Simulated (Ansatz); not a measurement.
This is a field-response calculation (clamped ions) with the plane-wave code Ansatz on a 2-atom cell of AlAs started from a crystallographic database; the level of theory is r2SCAN. The cell was relaxed beforehand with r2SCAN.

The input:
```yaml
crystal:
  lattice:
    - [0.0, 2.8389251756, 2.8389251756]
    - [2.8389251756, 0.0, 2.8389251756]
    - [2.8389251756, 2.8389251756, 0.0]
  atoms:
    - { symbol: Al, position: [0.0, 0.0, 0.0] }
    - { symbol: As, position: [0.25, 0.25, 0.25] }
kpoints:
  mp_grid: { grid: [6, 6, 6] }
hamiltonian:
  xc: r2scan
scf:
  occupations: { method: fixed }
dielectric: {}
```

Run as `ansatz run input.yaml --threads 2 --pin off --max-ram 2211MiB --backend cpu --events-out ev --progress --plain --runs-dir out`.

The output, standing remarks left out:
```
Pseudopotential: Al, paw, valence charge 3, recommended cutoff 500 eV (meta_gga)
Pseudopotential: As, paw, valence charge 15, recommended cutoff 500 eV (meta_gga)
Functional definition: r2SCAN
Crystal: 2 atoms, lattice volume = 45.761 Å³
Basis set: ecut = 500 eV, 1211 PW (Γ)
Bands: 13, of which v1, the nominal top of the filled ones, is band 9 counted from 1 (8 counted from 0)
Symmetry: 24 space group operations
k-points: 46 of 216 (irreducible under 4 space group operations, time reversal used)
SCF 1 converged in 7 iterations: F = -5406.235125 eV  dr2 = 3.51e-11
SCF 1 converged in 4 iterations: F = -5406.243620 eV  dr2 = 1.31e-8
Free energy (F): -5406.235125 eV
Fermi energy:    6.062006 eV
--- Per-component energies (eV) ---
  E_band       = -278.566669
  E_kinetic    = 126.884439
  E_local      = -2122.879098
  E_nonlocal   = -660.216916
  E_hartree    = 1135.954397
  E_xc         = -111.239497
  E_vxc        = -115.699338
  E_paw        = -2321.258185
  E_vpaw       = 215.890747
  E_vtau       = 5.544850
  E_ewald      = -1451.962742
  E_core_change = -1.517516
--- Band table (eV; the first three rows and the last of 46) ---
  k-point 0: bands = […, -28.8783, -28.8783, -6.2053, 6.0620, 6.0620, 6.0620, 8.6933, 10.7670, 10.7670, 10.7670]
  k-point 1: bands = […, -28.8782, -28.8782, -5.9276, 3.9952, 5.7957, 5.7957, 9.3876, 11.2188, 11.2188, 11.7546]
  k-point 2: bands = […, -28.8781, -28.8781, -5.2266, 1.5241, 5.3845, 5.3845, 8.9126, 11.3602, 11.3602, 14.1695]
  k-point 45: bands = […, -28.8784, -28.8778, -4.3145, 0.8800, 2.8531, 4.0123, 10.4018, 11.1365, 13.2982, 14.0563]
--- Dielectric response (ions clamped): 3 representative field directions + reference, inside a basis on a mesh of 216 k-points ---
  ε∞ (high-frequency dielectric tensor):
        8.209100     0.000000     0.000000
        0.000000     8.209100     0.000000
        0.000000     0.000000     8.209100
  Born effective charges Z* (e; rows j = field, columns β = displacement):
    site 0:
         2.17135    0.00000    0.00000
         0.00000    2.17135    0.00000
         0.00000    0.00000    2.17135
    site 1:
        -2.17135    0.00000    0.00000
         0.00000   -2.17135    0.00000
         0.00000    0.00000   -2.17135
  ε∞ is read to err by 2.4e-2, Z* by 1.7e-2 e
```

The rows of the band table are 0: (0, 0, 0) = Γ, 1: (0, 0, 1/6), 2: (0, 0, 1/3), 45: (-1/2, 1/6, -1/6).

The electronic dielectric tensor ε∞ is 8.21 in all directions. Born charges, averaged over directions: Al +2.17, As -2.17 e.

Calculated for a static, non-magnetic cell.

Spin-orbit coupling is left out.
